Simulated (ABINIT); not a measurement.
# InP (F-43m): third-order response, part 3 of 3

Aim: Raman and infrared lines of InP (F-43m).

ABINIT 10.8.3; DFT LDA, scalar-relativistic, plane waves, HGH norm-conserving pseudopotentials.

So far. Step 6 (Linear response at Γ): The acoustic modes at Γ come out as far as 0.8 cm⁻¹ from zero, where they should vanish, a small numerical error; the Born charges miss their sum rule by 0.0069 e, which is good. Step 7 (Zone-centre analysis): The rule moves no optical mode by more than 0.1 cm⁻¹. The relaxed cell has a = 5.727 Å (conventional setting).

The database entry behind the starting cell differs from later determinations by our own check (0.1 to 0.3 % short, probably kX units), so it need not match the best structure at ambient conditions.

## 8. Sum rules set otherwise (asr 0)

Without the rule the raw error of the acoustic modes shows.

Contents of anaddb.abi:

```
ddb_filepath "gamma_DDB"
output_file "anaddb.abo"
outdata_prefix "anaddb"
asr 0
chneut 0
enunit 2
eivec 1
nph1l 1
qph1l 0.0 0.0 0.0 1.0
dieflag 1
nph2l 3
qph2l 
    1.0 0.0 0.0 0.0
    0.0 0.0 1.0 0.0
    1.0 1.0 1.0 0.0
nlflag 1
ramansr 1
alphon 1
prtmbm 1
```

Contents of mrgddb.in:

```
gamma_DDB
merged
3
dfpt_gammao_DS2_DDB
dfpt_gammao_DS3_DDB
gso_DDB
```

Started as:

```console
mrgddb < mrgddb.in > mrgddb.log
OMP_NUM_THREADS=1 anaddb anaddb.abi > anaddb.log
```

anaddb.abo, the main output file:

```text
[banners, grids, parts of the stress and lines that vanish by symmetry left out]
-outvars_anaddb: echo values of input variables ----------------------

 Flags :
[...]
Dielectric Tensor and Effective Charges
[...]
Effective charge tensors after
[...]
1          1        0.000000001       -0.000000001       -0.000000001
[...]
1          2       -0.000000000        0.000000000        0.133223875
[...]
1          3       -0.000000000        0.133223876        0.000000001
[...]
2          1       -0.000000001        0.000000001        0.000000001
[...]
2          2       -0.000000000       -0.000000000       -0.133223875
[...]
2          3       -0.000000000       -0.133223876       -0.000000001
[...]
Phonon wavevector (reduced coordinates) :  0.00000  0.00000  0.00000
 Phonon energies in Hartree :
[...]
Phonon energies in meV     :
-  9.322326E-02  9.322327E-02  9.322329E-02  3.862513E+01  3.862513E+01
-  3.862513E+01
 Phonon frequencies in cm-1    :
-  7.518963E-01  7.518964E-01  7.518966E-01  3.115327E+02  3.115327E+02
-  3.115327E+02
 Phonon frequencies in Thz     :
-  2.254128E-02  2.254129E-02  2.254129E-02  9.339514E+00  9.339514E+00
-  9.339514E+00
 Phonon energies in Kelvin  :
-  1.081811E+00  1.081811E+00  1.081811E+00  4.482260E+02  4.482260E+02
-  4.482260E+02
[...]
-  1  0.00000000E+00  0.00000000E+00  1.93978187E-03
-     0.00000000E+00  0.00000000E+00  0.00000000E+00
-  2  0.00000000E+00  0.00000000E+00  1.93973098E-03
-     0.00000000E+00  0.00000000E+00  0.00000000E+00
[...]
-  1  0.00000000E+00  1.93978187E-03  0.00000000E+00
-     0.00000000E+00  0.00000000E+00  0.00000000E+00
-  2  0.00000000E+00  1.93973098E-03  0.00000000E+00
-     0.00000000E+00  0.00000000E+00  0.00000000E+00
[...]
-  1  1.93978188E-03  0.00000000E+00  0.00000000E+00
-     0.00000000E+00  0.00000000E+00  0.00000000E+00
-  2  1.93973099E-03  0.00000000E+00  0.00000000E+00
-     0.00000000E+00  0.00000000E+00  0.00000000E+00
[...]
-  1  0.00000000E+00  0.00000000E+00  1.00746440E-03
-     0.00000000E+00  0.00000000E+00  0.00000000E+00
-  2  0.00000000E+00 -3.58650316E-07 -3.73477712E-03
-     0.00000000E+00  0.00000000E+00  0.00000000E+00
[...]
-  1  0.00000000E+00  1.00746440E-03  0.00000000E+00
-     0.00000000E+00  0.00000000E+00  0.00000000E+00
-  2 -2.58187284E-07 -3.73477711E-03  3.58651216E-07
-     0.00000000E+00  0.00000000E+00  0.00000000E+00
[...]
-  1  1.00746441E-03  0.00000000E+00  0.00000000E+00
-     0.00000000E+00  0.00000000E+00  0.00000000E+00
-  2 -3.73477712E-03  2.58188534E-07  0.00000000E+00
-     0.00000000E+00  0.00000000E+00  0.00000000E+00
[...]
-     1         -0.000000     0.000000    -0.004868     0.004868
-     2          0.000000    -0.004868     0.000000     0.004868
-     3         -0.004868    -0.000000    -0.000000     0.004868
-     4         -0.000000     0.000000     2.892964     2.892964
-     5         -0.000000     2.892964    -0.000000     2.892964
-     6          2.892964    -0.000000    -0.000000     2.892964
[...]
-   1     Real    0.0000E+00  0.0000E+00  1.7830E-10  0.0000E+00  0.0000E+00  0.0000E+00  1.7830E-10
[...]
-   2     Real    0.0000E+00  1.7830E-10  0.0000E+00  0.0000E+00  0.0000E+00  0.0000E+00  1.7830E-10
[...]
-   3     Real    1.7830E-10  0.0000E+00  0.0000E+00  0.0000E+00  0.0000E+00  0.0000E+00  1.7830E-10
[...]
-   4     Real    0.0000E+00  0.0000E+00  1.2523E-04  0.0000E+00  0.0000E+00  0.0000E+00  1.2523E-04
[...]
-   5     Real    0.0000E+00  1.2523E-04  0.0000E+00  0.0000E+00  0.0000E+00  0.0000E+00  1.2523E-04
[...]
-   6     Real    1.2523E-04  0.0000E+00  0.0000E+00  0.0000E+00  0.0000E+00  0.0000E+00  1.2523E-04
[...]
-        -0.000000000       0.000000121       0.000000000
-         0.000000121      -0.000000000      -0.000000000
[...]
Phonon at Gamma, with non-analyticity in the
[...]
Phonon energies in Hartree :
[...]
Phonon energies in meV     :
-  9.322326E-02  9.322327E-02  9.550424E-02  3.862513E+01  3.862513E+01
-  4.325626E+01
 Phonon frequencies in cm-1    :
-  7.518963E-01  7.518964E-01  7.702937E-01  3.115327E+02  3.115327E+02
-  3.488852E+02
 Phonon frequencies in Thz     :
-  2.254128E-02  2.254129E-02  2.309282E-02  9.339514E+00  9.339514E+00
-  1.045932E+01
 Phonon energies in Kelvin  :
-  1.081811E+00  1.081811E+00  1.108281E+00  4.482260E+02  4.482260E+02
-  5.019680E+02
[...]
-  1  0.00000000E+00  0.00000000E+00 -1.93978187E-03
[...]
-  2  0.00000000E+00  0.00000000E+00 -1.93973098E-03
[...]
Phonon at Gamma, with non-analyticity in the
[...]
Phonon energies in Hartree :
[...]
Phonon energies in meV     :
-  9.322327E-02  9.322329E-02  9.550421E-02  3.862513E+01  3.862513E+01
-  4.325626E+01
 Phonon frequencies in cm-1    :
-  7.518964E-01  7.518966E-01  7.702934E-01  3.115327E+02  3.115327E+02
-  3.488852E+02
 Phonon frequencies in Thz     :
-  2.254129E-02  2.254129E-02  2.309282E-02  9.339514E+00  9.339514E+00
-  1.045932E+01
 Phonon energies in Kelvin  :
-  1.081811E+00  1.081811E+00  1.108280E+00  4.482260E+02  4.482260E+02
-  5.019680E+02
[...]
Phonon at Gamma, with non-analyticity in the
[...]
Phonon energies in Hartree :
[...]
Phonon energies in meV     :
-  9.322327E-02  9.322328E-02  9.550423E-02  3.862513E+01  3.862513E+01
-  4.325626E+01
 Phonon frequencies in cm-1    :
-  7.518963E-01  7.518965E-01  7.702935E-01  3.115327E+02  3.115327E+02
-  3.488852E+02
 Phonon frequencies in Thz     :
-  2.254129E-02  2.254129E-02  2.309282E-02  9.339514E+00  9.339514E+00
-  1.045932E+01
 Phonon energies in Kelvin  :
-  1.081811E+00  1.081811E+00  1.108281E+00  4.482260E+02  4.482260E+02
-  5.019680E+02
[...]
-  1  1.57219322E-03 -9.51996647E-04 -6.20213359E-04
[...]
-  2  1.57215198E-03 -9.51971670E-04 -6.20197086E-04
[...]
-  1  1.12008243E-03  1.12007187E-03  1.12006835E-03
[...]
-  2  1.11939096E-03  1.11938040E-03  1.11937688E-03
[...]
-  1  1.41115406E-04  6.31266419E-04 -7.72381826E-04
[...]
-  2 -5.23129738E-04 -2.34017139E-03  2.86330113E-03
[...]
-  1  8.10396692E-04 -5.27407873E-04 -2.82988819E-04
[...]
-  2 -3.00422626E-03  1.95515677E-03  1.04906949E-03
[...]
-        -0.000001744       0.000000000      -0.000001744
-        -0.000001744      -0.000001744       0.000000000
[...]
-         0.000000000      -0.008623175       0.007047707
-        -0.008623175      -0.000000000       0.001575468
-         0.007047707       0.001575468       0.000000000
[...]
-         0.000000000      -0.003159399      -0.005888189
-        -0.003159399       0.000000000       0.009047588
-        -0.005888189       0.009047588       0.000000000
[...]
Direction                     Dielectric constant
[...]
0.00000   0.00000   1.00000     12.15960753
   1.00000   1.00000   1.00000     12.15960753
-
```

Wall time 0.68 s (1 thread of Arm Neoverse V2, shared host).

Zone-centre frequencies as printed; negative means imaginary. Modes:

| mode | frequency (cm⁻¹) |
| --- | --- |
| 1 | 0.75 |
| 2 | 0.75 |
| 3 | 0.75 |
| 4 | 311.5 |
| 5 | 311.5 |
| 6 | 311.5 |

## 9. Summary of results

| Property | Result |
| --- | --- |
| space group after relaxation | F-43m |
| volume per atom | 23.5 Å³ |
| highest optical zone-centre mode (no LO-TO term) | 311.5 cm⁻¹ |
| highest mode moved by the LO-TO term | 348.8 cm⁻¹ |
| mean high-frequency dielectric constant | 9.70 |
| largest Born charge in size (third of the trace) | 2.36 e |
| mean static dielectric constant | 12.2 |
| imaginary optical modes at the zone centre (no q mesh in this session) | none |

The largest Raman activity of InP (F-43m) lies at 312 cm⁻¹ and the strongest infrared line at 312 cm⁻¹ (transverse modes). At the LDA level the optical modes of InP (F-43m) at the zone centre (no LO-TO term) lie at 312 cm⁻¹. Along the directions run, the highest mode that the macroscopic field moves lies at 349 cm⁻¹. Lattice motion raises the mean dielectric constant from 9.695 to 12.16. The Raman intensities rest on static tensors of the transverse modes; green light lies near or above this gap, where resonance changes them. The Born charge of In is 2.354 e against a formal charge of +3: moving the atom carries less polarisation than a rigid ion would, as is usual in tetrahedral, largely covalent crystals. The Lyddane-Sachs-Teller relation holds: (ωLO/ωTO)² is 1.25 and ε₀/ε∞ is 1.25. These are harmonic frequencies at zero temperature: anharmonic shifts and linewidths and thermal expansion are left out. The HGH files keep few electrons and have no core correction, which is cheap but rough for In. The relaxed cell is 7 % smaller in volume than the measured one, and all results belong to that cell.

[Host names and launcher messages were left out of these logs when they were recorded.]

[Logs are printed without paths, hosts, clocks, repeated set-up lines and the standing remarks that a program may print on its own settings, such as how far it seeks lower states.]

[Hosts, paths, dates, database ids (printed as entryN), source tags and the programs' standing remarks are cut or masked in the printed files.]
